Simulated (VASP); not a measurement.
# KMgF3 (Pm-3m) in VASP: relaxation of cell and atoms with PBE

Aim: the relaxation of cell and atoms of KMgF3 with PBE.

Everything below comes from runs of VASP 6.6.1. Logs are shortened: lines on timing, memory, paths and dates and some standing lists are left out, and cuts for length are marked.

## (1) Starting point

Symmetry: Pm-3m, No. 221, cubic system. The conventional cell has a = 3.978 Å, b = 3.978 Å, c = 3.978 Å, α = 90.00°, β = 90.00°, γ = 90.00°. K (site symmetry m-3m) is surrounded by 12 F at 2.81 Å. Mg (site symmetry m-3m) has 6 F at 1.99 Å as nearest neighbours. Around F (site symmetry 4/mmm) lie 2 Mg at 1.99 Å.

The cell is a database's computed one.

## (2) Relaxation of cell and atoms, PBE

Input file INCAR:

```
SYSTEM = KMgF3
ALGO     = Normal         ! electronic algorithm
EDIFF    = 1E-6           ! SCF threshold, eV
EDIFFG   = -0.005         ! ionic threshold
ENCUT    = 600            ! plane-wave cutoff, eV
GGA      = PE             ! functional
IBRION   = 2              ! ionic algorithm
ISIF     = 3              ! what is computed and relaxed
ISMEAR   = 0              ! smearing method
LASPH    = .TRUE.         ! aspherical terms in the spheres
LCHARG   = .FALSE.        ! write CHGCAR
LREAL    = .FALSE.        ! projectors in reciprocal space
LWAVE    = .FALSE.        ! write WAVECAR
NELM     = 60             ! most SCF steps
NSW      = 100            ! ionic steps
PREC     = Accurate       ! precision mode
SIGMA    = 0.02           ! smearing width, eV
```

Input file KPOINTS:

```
k-points
0
G
  6 6 6
  0 0 0
```

Input file POSCAR:

```
KMgF3
1.0
    3.9784682300      0.0000000000      0.0000000000
    0.0000000000      3.9784682300      0.0000000000
    0.0000000000      0.0000000000      3.9784682300
K Mg F
1 1 3
Direct
    0.5000000000      0.5000000000      0.5000000000
    0.0000000000      0.0000000000      0.0000000000
    0.0000000000      0.5000000000      0.0000000000
    0.0000000000      0.0000000000      0.5000000000
    0.5000000000      0.0000000000      0.0000000000
```

Potentials or basis: VASP PAW PBE potentials, release 64 (K_sv, Mg, F).

Run with:

```console
> cat potpaw_PBE.64/K_sv/POTCAR potpaw_PBE.64/Mg/POTCAR potpaw_PBE.64/F/POTCAR > POTCAR
> mpirun -np 1 vasp_std > vasp.out
```

OUTCAR:

```text
SYSTEM = KMgF3
   EDIFF = 1E-6
   EDIFFG = -0.005
   ENCUT = 600
   GGA = PE
   IBRION = 2
   ISIF = 3
   ISMEAR = 0
   LASPH = .TRUE.
   LREAL = .FALSE.
   NELM = 60
   NSW = 100
   PREC = Accurate

 ion  position               nearest neighbor table
   1  0.500  0.500  0.500-   3 2.81   4 2.81   5 2.81   3 2.81   5 2.81   4 2.81   5 2.81   5 2.81
                             3 2.81   4 2.81   3 2.81   4 2.81   2 3.45   2 3.45   2 3.45   2 3.45
   2  0.000  0.000  0.000-   3 1.99   4 1.99   5 1.99   4 1.99   3 1.99   5 1.99   1 3.45   1 3.45
                             1 3.45   1 3.45   1 3.45   1 3.45   1 3.45   1 3.45
   3  0.000  0.500  0.000-   2 1.99   2 1.99   1 2.81   1 2.81   1 2.81   1 2.81
   4  0.000  0.000  0.500-   2 1.99   2 1.99   1 2.81   1 2.81   1 2.81   1 2.81
   5  0.500  0.000  0.000-   2 1.99   2 1.99   1 2.81   1 2.81   1 2.81   1 2.81

  LATTYP: Found a simple cubic cell.
 ALAT       =     3.9784682300

  Lattice vectors:

 A1 = (   3.9784682300,   0.0000000000,   0.0000000000)
 A2 = (   0.0000000000,   3.9784682300,   0.0000000000)
 A3 = (   0.0000000000,   0.0000000000,   3.9784682300)

Analysis of symmetry for initial positions (statically):
=====================================================================
 Subroutine PRICEL returns:
 Original cell was already a primitive cell.

 Routine SETGRP: Setting up the symmetry group for a
 simple cubic supercell.

 Subroutine GETGRP returns: Found 48 space group operations
 (whereof 48 operations were pure point group operations)
 out of a pool of 48 trial point group operations.

The static configuration has the point symmetry O_h .

Analysis of symmetry for dynamics (positions and initial velocities):
=====================================================================
 Subroutine PRICEL returns:
 Original cell was already a primitive cell.

 Routine SETGRP: Setting up the symmetry group for a
 simple cubic supercell.

 Subroutine GETGRP returns: Found 48 space group operations
 (whereof 48 operations were pure point group operations)
 out of a pool of 48 trial point group operations.

The dynamic configuration has the point symmetry O_h .

 Subroutine INISYM returns: Found 48 space group operations
 (whereof 48 operations are pure point group operations),
 and found     1 'primitive' translations

----------------------------------------------------------------------------------------

                                     Primitive cell

  volume of cell :      62.9720

  direct lattice vectors                    reciprocal lattice vectors
     3.978468230  0.000000000  0.000000000     0.251353019  0.000000000  0.000000000
     0.000000000  3.978468230  0.000000000     0.000000000  0.251353019  0.000000000
     0.000000000  0.000000000  3.978468230     0.000000000  0.000000000  0.251353019

  length of vectors
     3.978468230  3.978468230  3.978468230     0.251353019  0.251353019  0.251353019

  position of ions in fractional coordinates (direct lattice)
     0.500000000  0.500000000  0.500000000
     0.000000000  0.000000000  0.000000000
     0.000000000  0.500000000  0.000000000
     0.000000000  0.000000000  0.500000000
     0.500000000  0.000000000  0.000000000

  ion indices of the primitive-cell ions
   primitive index   ion index
                 1           1
                 2           2
                 3           3
                 4           4
                 5           5

----------------------------------------------------------------------------------------

 KPOINTS: k-points

Automatic generation of k-mesh.
 Grid dimensions read from file:
 generate k-points for:    6    6    6

 Generating k-lattice:

  Cartesian coordinates                     Fractional coordinates (reciprocal lattice)
     0.041892170  0.000000000  0.000000000     0.166666667  0.000000000  0.000000000
     0.000000000  0.041892170  0.000000000     0.000000000  0.166666667  0.000000000
     0.000000000  0.000000000  0.041892170     0.000000000  0.000000000  0.166666667

  Length of vectors
     0.041892170  0.041892170  0.041892170

  Shift w.r.t. Gamma in fractional coordinates (k-lattice)
     0.000000000  0.000000000  0.000000000

 Subroutine IBZKPT returns following result:
 ===========================================

 Found     20 irreducible k-points:

 Following reciprocal coordinates:
            Coordinates               Weight
  0.000000  0.000000  0.000000      1.000000
  0.166667  0.000000  0.000000      6.000000
  0.333333  0.000000  0.000000      6.000000
  0.500000  0.000000  0.000000      3.000000
  0.166667  0.166667  0.000000     12.000000
  0.333333  0.166667  0.000000     24.000000
[... 12 lines left out ...]
  0.500000  0.500000  0.333333      6.000000
  0.500000  0.500000  0.500000      1.000000
   k-points           NKPTS =     20   k-points in BZ     NKDIM =     20   number of bands    NBANDS=     20
   number of dos      NEDOS =    301   number of ions     NIONS =      5
   total plane-waves  NPLWV =  32768
   dimension x,y,z NGX =    32 NGY =   32 NGZ =   32
   dimension x,y,z NGXF=    64 NGYF=   64 NGZF=   64
   ions per type =               1   1   3
   NGX,Y,Z   is equivalent  to a cutoff of  13.37, 13.37, 13.37 a.u.
   NGXF,Y,Z  is equivalent  to a cutoff of  26.74, 26.74, 26.74 a.u.
 SYSTEM =  KMgF3
   PREC   = accura    normal or accurate (medium, high low for compatibility)
   ISTART =      0    job   : 0-new  1-cont  2-samecut
   ICHARG =      2    charge: 1-file 2-atom 10-const
   ISPIN  =      1    spin polarized calculation?
   LNONCOLLINEAR =      F non collinear calculations
   LSORBIT =      F    spin-orbit coupling
   LASPH  =      T    aspherical Exc in radial PAW
   ENCUT  =  600.0 eV  44.10 Ry    6.64 a.u.   7.95  7.95  7.95*2*pi/ulx,y,z
   NELM   =     60;   NELMIN=  2; NELMDL= -5     # of ELM steps
   EDIFF  = 0.1E-05   stopping-criterion for ELM
   LREAL  =      F    real-space projection
   EDIFFG = -.5E-02   stopping-criterion for IOM
   NSW    =    100    number of steps for IOM
   IBRION =      2    ionic relax: 0-MD 1-quasi-New 2-CG
   NFREE  =      1    steps in history (QN), initial steepest desc. (CG)
   ISIF   =      3    stress and relaxation
   ISYM   =      2    0-nonsym 1-usesym 2-fastsym
   POTIM  = 0.5000    time-step for ionic-motion
   TEBEG  =    0.0;   TEEND  =   0.0 temperature during run
   PSTRESS=    0.0 pullay stress
   NELECT =      32.0000    total number of electrons
   NUPDOWN=      -1.0000    fix difference up-down
   EMIN   =  10.00;   EMAX   =-10.00  energy-range for DOS
   EFERMI =   0.00;   METHOD = LEGACY
   ISMEAR =     0;   SIGMA  =   0.02  broadening in eV -4-tet -1-fermi 0-gaus
   EFERMI_NEDOS =   21; number of points for ismear=-14 and -15
   IALGO  =     38    algorithm
   IMIX   =      4    mixing-type and parameters
     AMIX     =   0.40;   BMIX     =  1.00
     AMIX_MAG =   1.60;   BMIX_MAG =  1.00
  volume/ion in A,a.u.               =      12.59        84.99
  Fermi-wavevector in a.u.,A,eV,Ry     =   1.306398  2.468735 23.220743  1.706676
  Thomas-Fermi vector in A             =   2.437203
   LORBIT       =      0    0 simple, 1 ext, 2 COOP (PROOUT), +10 PAW based schemes
   GGA     = PE    functional components
   LHFCALC =     F    Hartree Fock is set to
   AEXX    =    0.0000 exact exchange contribution
   IVDW    =     0    specifies the selected vdW correction
   LEPSILON=     F    determine dielectric tensor
   LRPA    =     F    only Hartree local field effects (RPA)
 conjugate gradient relaxation of ions
 non-spin polarized calculation
 Gauss-broadening in eV      SIGMA  =   0.02
  energy-cutoff  :      600.00
  volume of cell :       62.97
 maximum number of plane-waves:      2176
 NGX is ok and might be reduce to    32
   NGX = 15   NGY = 15   NGZ = 15

--------------------------------------- Ionic step        1  -------------------------------------------

 number of electron      32.0000004 magnetization

 Free energy of the ion-electron system (eV)
  ---------------------------------------------------
  ext. energy  EPLUGINS =         0.00000000
  ---------------------------------------------------
  free energy    TOTEN  =       -24.41340547 eV

  energy without entropy =      -24.41340547  energy(sigma->0) =      -24.41340547

------------------------ aborting loop because EDIFF is reached ----------------------------------------

  FORCE on cell =-STRESS in cart. coord.  units (eV):
  Direction    XX          YY          ZZ          XY          YZ          ZX
  --------------------------------------------------------------------------------------
  -------------------------------------------------------------------------------------
  Total        1.4609042      1.4609042      1.4609042     -0.0000000      0.0000000     -0.0000000
  in kB       37.1693213     37.1693213     37.1693213     -0.0000000      0.0000000     -0.0000000
  external PRESSURE =      37.1693213 kB  Pullay stress =       0.0000000 kB
[... 63 lines left out ...]
  energy  without entropy=      -24.4480014494  energy(sigma->0) =      -24.44800145

--------------------------------------- Ionic step        3  -------------------------------------------

 number of electron      32.0000042 magnetization

 Free energy of the ion-electron system (eV)
  ---------------------------------------------------
  ext. energy  EPLUGINS =         0.00000000
  ---------------------------------------------------
  free energy    TOTEN  =       -24.44880101 eV

  energy without entropy =      -24.44880101  energy(sigma->0) =      -24.44880101

 E-fermi :  -1.6390     XC(G=0):  -9.4658

 val. band max:       -1.8211449708   @ k =   0.5000   0.5000   0.5000
 cond. band min:       5.1571452821   @ k =   0.0000   0.0000   0.0000
 fundamental gap:      6.9782902529
 Fermi energy:        -1.6390270012

 k-point     1 :       0.0000    0.0000    0.0000
  band No.  band energies     occupation
      1     -27.5650      2.00000
      2     -21.8262      2.00000
      3     -21.2288      2.00000
      4     -21.2288      2.00000
      5     -11.0515      2.00000
      6     -11.0515      2.00000
[... 12 lines left out ...]
     19       8.1987      0.00000
[... 468 lines left out ...]
  FREE ENERGIE OF THE ION-ELECTRON SYSTEM (eV)
  ---------------------------------------------------
  free  energy   TOTEN  =       -24.4488010084 eV

  energy  without entropy=      -24.4488010084  energy(sigma->0) =      -24.44880101

 reached required accuracy - stopping structural energy minimisation
```

It took 26 s on 1 thread of Intel Xeon 6975P-C (Granite Rapids), shared host; peak memory 0.2 GiB.

Results:

| Property | Result |
| --- | --- |
| Free energy | -24.4488 eV |
| Relaxed volume | 13.24 Å³/atom |
| Relaxed cell | a = 4.045 Å, b = 4.045 Å, c = 4.045 Å, α = 90.00°, β = 90.00°, γ = 90.00° |
| Space group after relaxing (to 0.05 Å) | Pm-3m (No. 221) |
| Energy gained by relaxing | 7.1 meV/atom |
| Ionic steps | 3 |
| Pressure after relaxing | 0.0 GPa |
| Band gap on the k mesh | 6.98 eV, indirect (least direct gap 7.30 eV) |

Step by step:
| step | energy change (eV) | largest force (eV/Å) | pressure (GPa) | volume (Å³) |
| --- | --- | --- | --- | --- |
| 1 | 0.0000 | 0.0000 | 3.72 | 62.97 |
| 2 | -0.0346 | 0.0000 | 0.52 | 65.67 |
| 3 | -0.0354 | 0.0000 | -0.03 | 66.20 |

Final structure:
```
K Mg F
1.0
     4.04525    0.00000    0.00000
     0.00000    4.04525    0.00000
     0.00000    0.00000    4.04525
K Mg F
1 1 3
Cartesian
  2.0226 2.0226 2.0226
  0.0000 0.0000 0.0000
  0.0000 2.0226 0.0000
  0.0000 0.0000 2.0226
  2.0226 0.0000 0.0000
```

A k mesh can miss the band edges.
